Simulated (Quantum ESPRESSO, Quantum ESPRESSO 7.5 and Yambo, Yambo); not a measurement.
# InP (F-43m): G0W0 with Yambo, start to end

Aim: the G0W0 gap of InP (F-43m) on PBE, step by step.

Program: Quantum ESPRESSO 7.5 and Yambo 5.3.0. Level of theory: PBE and many-body steps on it, plane waves. Results are calculated unless marked as measured.

The database entry behind the starting cell differs from later determinations by our own check (0.1 to 0.3 % short, probably kX units), so it need not match the best structure at ambient conditions.

### Step 1. The starting structure

It takes space group F-43m (No. 216, cubic). Conventional cell: a = 5.861 Å, b = 5.861 Å, c = 5.861 Å, α = 90.00°, β = 90.00°, γ = 90.00°. In has 4 P at 2.54 Å nearest. Nearest to P lie 4 In at 2.54 Å. Farther neighbours are not listed.

The cell and positions come from the Crystallography Open Database and are kept as given unless a step says otherwise.

### Step 2. Ground state

This step: Quantum ESPRESSO 7.5; DFT, PBE, plane waves, norm-conserving pseudopotentials.

The ground-state density comes first.

The input, pw.in:

```
&control
  calculation = 'scf'
  prefix = 'x'
  outdir = 'o'
  pseudo_dir = 'pseudo'
/
&system
  ibrav = 0
  nat = 2
  ntyp = 2
  ecutwfc = 80.0
  nbnd = 18
  force_symmorphic = .true.
/
&electrons
  conv_thr = 1e-10
  electron_maxstep = 80
  mixing_beta = 0.5
/
ATOMIC_SPECIES
  In 114.82 In.upf
  P 30.974 P.upf
CELL_PARAMETERS angstrom
  -0.0000000000 2.9305000000 2.9305000000
  2.9305000000 -0.0000000000 2.9305000000
  2.9305000000 2.9305000000 -0.0000000000
ATOMIC_POSITIONS crystal
  In 0.0000000000 0.0000000000 0.0000000000
  P 0.2500000000 0.2500000000 0.2500000000
K_POINTS automatic
  6 6 6 0 0 0
```

On the command line:

```sh
$ OMP_NUM_THREADS=1 mpirun -n 8 pw.x -nk 8 -in pw.in > pw.out
```

Log:

```text
Program PWSCF v.7.5 starts

     This program is part of the open-source Quantum ESPRESSO suite
     for quantum simulation of materials; please cite
         "P. Giannozzi et al., J. Phys.:Condens. Matter 21 395502 (2009);
         "P. Giannozzi et al., J. Phys.:Condens. Matter 29 465901 (2017);
         "P. Giannozzi et al., J. Chem. Phys. 152 154105 (2020);
     in publications or presentations arising from this work. More details at
     Message from routine setup:
     using ibrav=0 with symmetry is DISCOURAGED, use correct ibrav instead

     G-vector sticks info

     bravais-lattice index     =            0
     lattice parameter (alat)  =       7.8317  a.u.
     unit-cell volume          =     339.6658 (a.u.)^3
     number of atoms/cell      =            2
     number of atomic types    =            2
     number of electrons       =        26.00
     number of Kohn-Sham states=           18
     kinetic-energy cutoff     =      80.0000  Ry
     charge density cutoff     =     320.0000  Ry
     scf convergence threshold =      1.0E-10
     mixing beta               =       0.5000
     number of iterations used =            8  plain     mixing
     Exchange-correlation= PBE
                           (   1   4   3   4   0   0   0)

     celldm(1)=   7.831692  celldm(2)=   0.000000  celldm(3)=   0.000000
     celldm(4)=   0.000000  celldm(5)=   0.000000  celldm(6)=   0.000000

     crystal axes: (cart. coord. in units of alat)
               a(1) = (  -0.000000   0.707107   0.707107 )
               a(2) = (   0.707107  -0.000000   0.707107 )
               a(3) = (   0.707107   0.707107  -0.000000 )

     reciprocal axes: (cart. coord. in units 2 pi/alat)
               b(1) = ( -0.707107  0.707107  0.707107 )
               b(2) = (  0.707107 -0.707107  0.707107 )
               b(3) = (  0.707107  0.707107 -0.707107 )
     Pseudo is Norm-conserving + core correction, Zval = 21.0
     Generated using ONCVPSP code by D. R. Hamann
     Using radial grid of 1964 points,  6 beta functions with:
     Pseudo is Norm-conserving + core correction, Zval =  5.0
     Generated using ONCVPSP code by D. R. Hamann
     Using radial grid of 1298 points,  6 beta functions with:
     In               21.00   114.82000     In( 1.00)
     P                 5.00    30.97400     P ( 1.00)

     24 Sym. Ops. (no inversion) found

   Cartesian axes

     site n.     atom                  positions (alat units)
         1        In     tau(   1) = (   0.0000000   0.0000000   0.0000000  )
         2        P      tau(   2) = (   0.3535534   0.3535534   0.3535534  )

     number of k points=    16
                       cart. coord. in units 2pi/alat
        k(    1) = (   0.0000000   0.0000000   0.0000000), wk =   0.0092593
        k(    2) = (   0.1178511   0.1178511  -0.1178511), wk =   0.0740741
        k(    3) = (   0.2357023   0.2357023  -0.2357023), wk =   0.0740741
        k(    4) = (  -0.3535534  -0.3535534   0.3535534), wk =   0.0370370
        k(    5) = (   0.2357023   0.0000000  -0.0000000), wk =   0.0555556
        k(    6) = (   0.3535534   0.1178511  -0.1178511), wk =   0.2222222
        k(    7) = (  -0.2357023  -0.4714045   0.4714045), wk =   0.2222222
        k(    8) = (  -0.1178511  -0.3535534   0.3535534), wk =   0.2222222
        k(    9) = (   0.0000000  -0.2357023   0.2357023), wk =   0.1111111
        k(   10) = (   0.4714045   0.0000000  -0.0000000), wk =   0.0555556
     [... 4 further rows ...]
        k(   15) = (  -0.1178511  -0.3535534   0.5892557), wk =   0.2222222
        k(   16) = (  -0.7071068   0.2357023   0.0000000), wk =   0.1111111

     Dense  grid:    32743 G-vectors     FFT dimensions: (  45,  45,  45)

     Initial potential from superposition of free atoms

     starting charge      25.9960, renormalised to      26.0000
     Starting wfcs are   17 randomized atomic wfcs +    1 random wfcs

     per-process dynamical memory:    26.3 Mb

     Self-consistent Calculation

     iteration #  1     ecut=    80.00 Ry     beta= 0.50

     Threshold (ethr) on eigenvalues was too large:
     Diagonalizing with lowered threshold

     total energy              =    -412.74719158 Ry
     estimated scf accuracy    <       0.10756269 Ry

     iteration #  2     ecut=    80.00 Ry     beta= 0.50

     total energy              =    -412.77048190 Ry
     estimated scf accuracy    <       0.00817417 Ry

     iteration #  3     ecut=    80.00 Ry     beta= 0.50

     total energy              =    -412.77131043 Ry
     estimated scf accuracy    <       0.00140279 Ry

     iteration #  4     ecut=    80.00 Ry     beta= 0.50

     total energy              =    -412.77135922 Ry
     estimated scf accuracy    <       0.00002996 Ry

     iteration #  5     ecut=    80.00 Ry     beta= 0.50

     total energy              =    -412.77136701 Ry
     estimated scf accuracy    <       0.00000138 Ry

     iteration #  6     ecut=    80.00 Ry     beta= 0.50

     total energy              =    -412.77136749 Ry
     estimated scf accuracy    <       0.00000022 Ry

     iteration #  7     ecut=    80.00 Ry     beta= 0.50

     total energy              =    -412.77136754 Ry
     estimated scf accuracy    <          2.9E-09 Ry

     iteration #  8     ecut=    80.00 Ry     beta= 0.50

     total energy              =    -412.77136755 Ry
     estimated scf accuracy    <          5.7E-10 Ry

     iteration #  9     ecut=    80.00 Ry     beta= 0.50

     End of self-consistent calculation

          k = 0.0000 0.0000 0.0000 (  4111 PWs)   bands (ev):

  -106.7152 -65.1924 -65.1924 -65.1924  -5.8886  -5.8886  -5.8886  -5.7380
    -5.7380  -3.2029   8.3155   8.3155   8.3155   9.0235  12.4042  12.4042
    12.4042  16.9072

          k = 0.1179 0.1179-0.1179 (  4095 PWs)   bands (ev):

  -106.7152 -65.1925 -65.1924 -65.1924  -5.9203  -5.8762  -5.8762  -5.7375
    -5.7375  -2.8900   6.1316   8.0113   8.0113  10.1164  12.8142  12.8433
    12.8433  16.9197

          k = 0.2357 0.2357-0.2357 (  4128 PWs)   bands (ev):

  -106.7152 -65.1926 -65.1925 -65.1925  -5.9792  -5.8565  -5.8565  -5.7310
    -5.7310  -2.0823   3.7500   7.5397   7.5397   9.9694  13.1812  13.1812
    14.5976  17.2294

          k =-0.3536-0.3536 0.3536 (  4092 PWs)   bands (ev):

     [... further k-points ...]

     highest occupied, lowest unoccupied level (ev):     8.3155    9.0235

!    total energy              =    -412.77136755 Ry
     estimated scf accuracy    <          3.9E-12 Ry

     The total energy is the sum of the following terms:
     one-electron contribution =    -293.34663578 Ry
     hartree contribution      =     148.97324680 Ry
     xc contribution           =     -60.28874483 Ry
     ewald contribution        =    -208.10923374 Ry

     convergence has been achieved in   9 iterations

     XML data file, charge density, pseudopotentials, collected wavefunctions

=------------------------------------------------------------------------------=
   JOB DONE.
=------------------------------------------------------------------------------=
```

It took 3.7 s on 8 MPI ranks of Arm Neoverse V1, shared host; peak memory 0.46 GiB; 29 s of CPU time.

This step gave:

```
total energy               : -5616.0406 eV
gap                        : 0.7080 eV
k of the valence top       : 0, 0, 0
k of the conduction bottom : 0, 0, 0
least direct gap           : 0.7080 eV
```

The gap is direct, at Γ.

### Step 3. Bands along the symmetry lines

The cheap functional maps the bands first; the places of the edges decide which points the dearer methods must see.

The input, pw.in:

```
&control
  calculation = 'bands'
  prefix = 'x'
  outdir = 'o'
  pseudo_dir = 'pseudo'
/
&system
  ibrav = 0
  nat = 2
  ntyp = 2
  ecutwfc = 80.0
  nbnd = 19
  force_symmorphic = .true.
/
&electrons
  conv_thr = 1e-9
  electron_maxstep = 80
  diago_full_acc = .true.
  diago_thr_init = 5e-6
/
ATOMIC_SPECIES
  In 114.82 In.upf
  P 30.974 P.upf
CELL_PARAMETERS angstrom
  -0.0000000000 2.9305000000 2.9305000000
  2.9305000000 -0.0000000000 2.9305000000
  2.9305000000 2.9305000000 -0.0000000000
ATOMIC_POSITIONS crystal
  In 0.0000000000 0.0000000000 0.0000000000
  P 0.2500000000 0.2500000000 0.2500000000
K_POINTS crystal
  50
  0.00000000 0.00000000 0.00000000 1
  -0.06250000 -0.06250000 0.00000000 1
  -0.12500000 -0.12500000 0.00000000 1
  -0.18750000 -0.18750000 0.00000000 1
  -0.25000000 -0.25000000 0.00000000 1
  -0.31250000 -0.31250000 0.00000000 1
  -0.37500000 -0.37500000 0.00000000 1
  -0.43750000 -0.43750000 0.00000000 1
  -0.50000000 -0.50000000 0.00000000 1
  -0.48437500 -0.48437500 0.03125000 1
  -0.46875000 -0.46875000 0.06250000 1
  -0.45312500 -0.45312500 0.09375000 1
  -0.43750000 -0.43750000 0.12500000 1
  -0.42187500 -0.42187500 0.15625000 1
  -0.40625000 -0.40625000 0.18750000 1
  -0.39062500 -0.39062500 0.21875000 1
  -0.37500000 -0.37500000 0.25000000 1
  -0.37500000 0.00000000 0.37500000 1
  -0.32812500 0.00000000 0.32812500 1
  -0.28125000 0.00000000 0.28125000 1
  -0.23437500 0.00000000 0.23437500 1
  -0.18750000 0.00000000 0.18750000 1
  -0.14062500 0.00000000 0.14062500 1
  -0.09375000 0.00000000 0.09375000 1
  -0.04687500 0.00000000 0.04687500 1
  0.00000000 0.00000000 0.00000000 1
  0.00000000 0.00000000 0.06250000 1
  0.00000000 0.00000000 0.12500000 1
  0.00000000 0.00000000 0.18750000 1
  0.00000000 0.00000000 0.25000000 1
  0.00000000 0.00000000 0.31250000 1
  0.00000000 0.00000000 0.37500000 1
  0.00000000 0.00000000 0.43750000 1
  -0.00000000 -0.00000000 0.50000000 1
  -0.06250000 -0.03125000 0.46875000 1
  -0.12500000 -0.06250000 0.43750000 1
  -0.18750000 -0.09375000 0.40625000 1
  -0.25000000 -0.12500000 0.37500000 1
  -0.31250000 -0.15625000 0.34375000 1
  -0.37500000 -0.18750000 0.31250000 1
  -0.43750000 -0.21875000 0.28125000 1
  -0.50000000 -0.25000000 0.25000000 1
  -0.50000000 -0.28125000 0.21875000 1
  -0.50000000 -0.31250000 0.18750000 1
  -0.50000000 -0.34375000 0.15625000 1
  -0.50000000 -0.37500000 0.12500000 1
  -0.50000000 -0.40625000 0.09375000 1
  -0.50000000 -0.43750000 0.06250000 1
  -0.50000000 -0.46875000 0.03125000 1
  -0.50000000 -0.50000000 0.00000000 1
```

Log:

```text
[banner, memory and clock lines left out]
Program PWSCF v.7.5 starts

     Atomic positions and unit cell read from directory:
     o/x.save/

     Message from routine setup:
     using ibrav=0 with symmetry is DISCOURAGED, use correct ibrav instead

     G-vector sticks info

     bravais-lattice index     =            0
     lattice parameter (alat)  =       7.8317  a.u.
     unit-cell volume          =     339.6658 (a.u.)^3
     number of atoms/cell      =            2
     number of atomic types    =            2
     number of electrons       =        26.00
     number of Kohn-Sham states=           19
     kinetic-energy cutoff     =      80.0000  Ry
     charge density cutoff     =     320.0000  Ry
     Exchange-correlation= PBE
                           (   1   4   3   4   0   0   0)

     celldm(1)=   7.831692  celldm(2)=   0.000000  celldm(3)=   0.000000
     celldm(4)=   0.000000  celldm(5)=   0.000000  celldm(6)=   0.000000

     crystal axes: (cart. coord. in units of alat)
               a(1) = (  -0.000000   0.707107   0.707107 )
               a(2) = (   0.707107  -0.000000   0.707107 )
               a(3) = (   0.707107   0.707107  -0.000000 )

     reciprocal axes: (cart. coord. in units 2 pi/alat)
               b(1) = ( -0.707107  0.707107  0.707107 )
               b(2) = (  0.707107 -0.707107  0.707107 )
               b(3) = (  0.707107  0.707107 -0.707107 )
     Pseudo is Norm-conserving + core correction, Zval = 21.0
     Generated using ONCVPSP code by D. R. Hamann
     Using radial grid of 1964 points,  6 beta functions with:
     Pseudo is Norm-conserving + core correction, Zval =  5.0
     Generated using ONCVPSP code by D. R. Hamann
     Using radial grid of 1298 points,  6 beta functions with:
     In               21.00   114.82000     In( 1.00)
     P                 5.00    30.97400     P ( 1.00)

     24 Sym. Ops. (no inversion) found

   Cartesian axes

     site n.     atom                  positions (alat units)
         1        In     tau(   1) = (   0.0000000   0.0000000   0.0000000  )
         2        P      tau(   2) = (   0.3535534   0.3535534   0.3535534  )

     number of k points=    50
                       cart. coord. in units 2pi/alat
        k(    1) = (   0.0000000   0.0000000   0.0000000), wk =   0.0400000
        k(    2) = (   0.0000000   0.0000000  -0.0883883), wk =   0.0400000
        k(    3) = (   0.0000000   0.0000000  -0.1767767), wk =   0.0400000
[...]
[... 38 further rows ...]
        k(   49) = (   0.0441942  -0.0000000  -0.7071068), wk =   0.0400000
        k(   50) = (   0.0000000   0.0000000  -0.7071068), wk =   0.0400000

     Dense  grid:    32743 G-vectors     FFT dimensions: (  45,  45,  45)

     The potential is recalculated from file :
     o/x.save/charge-density

     Starting wfcs are   17 randomized atomic wfcs +    2 random wfcs

     Band Structure Calculation

     End of band structure calculation

          k = 0.0000 0.0000 0.0000 (  4111 PWs)   bands (ev):

  -106.7152 -65.1925 -65.1925 -65.1925  -5.8886  -5.8886  -5.8886  -5.7380
    -5.7380  -3.2029   8.3155   8.3155   8.3155   9.0235  12.4042  12.4042
    12.4042  16.9072  17.7286

          k = 0.0000 0.0000-0.0884 (  4103 PWs)   bands (ev):

  -106.7152 -65.1925 -65.1925 -65.1925  -5.8974  -5.8848  -5.8848  -5.7395
[...]
12.6067  17.0901  17.2618

          k = 0.0000 0.0000-0.1768 (  4100 PWs)   bands (ev):

[...]
13.1364  16.1163  17.8741

          k =-0.0000 0.0000-0.2652 (  4084 PWs)   bands (ev):

[...]
k = 0.0000 0.0000-0.3536 (  4088 PWs)   bands (ev):

[...]
k = 0.0000-0.0000-0.4419 (  4092 PWs)   bands (ev):

[...]
k =-0.0000 0.0000-0.5303 (  4100 PWs)   bands (ev):

[...]
k = 0.0000-0.0000-0.6187 (  4100 PWs)   bands (ev):

[...]
k = 0.5303-0.0000-0.5303 (  4103 PWs)   bands (ev):

[...]
k = 0.0000 0.0000 0.0000 (  4111 PWs)   bands (ev):

[...]
k = 0.1326 0.0000-0.7071 (  4114 PWs)   bands (ev):

[...]
k = 0.0884-0.0000-0.7071 (  4118 PWs)   bands (ev):

[...]
k = 0.0442-0.0000-0.7071 (  4116 PWs)   bands (ev):

[...]
17.6970  18.0122  19.1705

          k = 0.0000 0.0000-0.7071 (  4088 PWs)   bands (ev):

  -106.7152 -65.1927 -65.1925 -65.1925  -6.0730  -5.7891  -5.7842  -5.7842
    -5.7030  -0.8270   2.5637   5.9959   5.9959  10.0755  10.5818  17.5427
    17.9010  17.9010  19.0944

     XML data file, pseudopotentials, collected wavefunctions
```

Wall time 3.4 s (8 MPI ranks); peak memory 0.41 GiB.

This step gave:

| Property | Result |
| --- | --- |
| gap | 0.7080 eV |
| k of the valence top | 0, 0, 0 |
| k of the conduction bottom | 0, 0, 0 |
| least direct gap | 0.7080 eV |

The gap is 0.708 eV, as in the run before at this level.

Electronic bands along the path, in eV, zero at the top of the highest filled band:

| point | band 10 | band 11 | band 12 | band 13 | band 14 | band 15 | band 16 | band 17 |
| --- | --- | --- | --- | --- | --- | --- | --- | --- |
| Γ | -11.52 | 0.00 | 0.00 | 0.00 | 0.71 | 4.09 | 4.09 | 4.09 |
| halfway | -10.62 | -3.34 | -1.41 | -1.41 | 2.49 | 3.13 | 6.38 | 6.38 |
| X | -9.14 | -5.75 | -2.32 | -2.32 | 1.76 | 2.27 | 9.23 | 9.59 |
| halfway | -9.13 | -5.71 | -2.75 | -2.22 | 2.04 | 2.87 | 8.40 | 8.71 |
| U | -9.15 | -5.61 | -3.30 | -1.94 | 2.36 | 4.39 | 7.52 | 7.54 |
| jump to K | -9.15 | -5.61 | -3.30 | -1.94 | 2.36 | 4.39 | 7.52 | 7.54 |
| halfway | -10.53 | -3.80 | -2.01 | -0.57 | 2.84 | 4.69 | 4.99 | 5.22 |
| Γ | -11.52 | 0.00 | 0.00 | 0.00 | 0.71 | 4.09 | 4.09 | 4.09 |
| halfway | -10.84 | -3.44 | -0.56 | -0.56 | 1.79 | 4.79 | 4.79 | 5.33 |
| L | -9.80 | -5.73 | -0.97 | -0.97 | 1.50 | 4.81 | 4.81 | 7.12 |
| halfway | -9.48 | -5.54 | -2.69 | -1.63 | 3.17 | 4.18 | 5.88 | 7.23 |
| W | -9.06 | -5.60 | -2.95 | -2.91 | 4.29 | 4.38 | 5.57 | 6.21 |
| halfway | -9.10 | -5.68 | -2.65 | -2.64 | 2.69 | 3.10 | 7.66 | 7.75 |
| X | -9.14 | -5.75 | -2.32 | -2.32 | 1.76 | 2.27 | 9.23 | 9.59 |

The electronic bands as a text plot (rows in eV, shown from -8.0 to 6.7 only):

```
    6.4 |     ++            ++                 +         ++++
    5.8 |    +              ++               ++      ++++ ++
    5.2 |                  ++++++++         +     +++    +
    4.6 | +++             +     ++++++   +++++++++++++  +++
    4.0 |++              +       ++++++++++           ++++ ++
    3.3 |  ++ ++        +                             ++    ++
    2.7 |    ++++++    +   ++++++++                  +       +++
    2.1 |  ++   +++++++++++        ++      +        +         +++
    1.5 | +        +++               +   ++ ++++++++
    0.9 |+                            +++
    0.3 |*                           ***
   -0.3 | ***                   ******  *****
   -1.0 | *  *                **   ***       ********
   -1.6 |  ** ****         ***   ****    **         ***
   -2.2 |    *    *********     *                    * **      **
   -2.8 |              **     ** **        *          ** ******
   -3.4 |     **         *****              *           **
   -4.0 |       **              *            **
   -4.6 |                     **
   -5.2 |         ***      ***                 **     ***
   -5.9 |            ******                      *****   ********
   -6.5 |
   -7.1 |
   -7.7 |
         Γ           X  U|K            Γ         L        W     X
```

(Part 1 of 3 ends here.)

[Paths, hosts, dates, memory and timing lines, banners, echoed tables and standing remarks are left out of the program output.]

[Logs are printed without paths, hosts, clocks, repeated set-up lines and the standing remarks that a program may print on its own settings, such as how far it seeks lower states.]

[Runs of the session that timed out or met a known fault of the program may be left out.]

[Hosts, paths, dates, database ids (printed as entryN), source tags and the programs' standing remarks are cut or masked in the printed files.]
